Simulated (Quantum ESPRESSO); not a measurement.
# PtSe2 (Sudovikovite) (P-3m1) in Quantum ESPRESSO: further runs, part 2 of 2

Quantum ESPRESSO 7.5. The steps go on from the part before.

**5. The runs side by side**

| cell | gap on the mesh (eV) | pressure (GPa) |
| --- | --- | --- |
| relaxed to 0.3 kbar | none | 0.0 |
| relaxed to 2 GPa | none | 2.0 |
| relaxed to 5 GPa | none | 5.0 |

Alike in all rows: task relaxation of cell and atoms; level PBEsol; potentials or basis GBRV 1.5 PBEsol; no spin polarisation; k mesh 8 × 8 × 5; cutoff (eV) 707; smearing fermi-dirac 0.05 eV.

Total energies depend on the potentials used, so only differences within one code and one set of settings carry meaning.
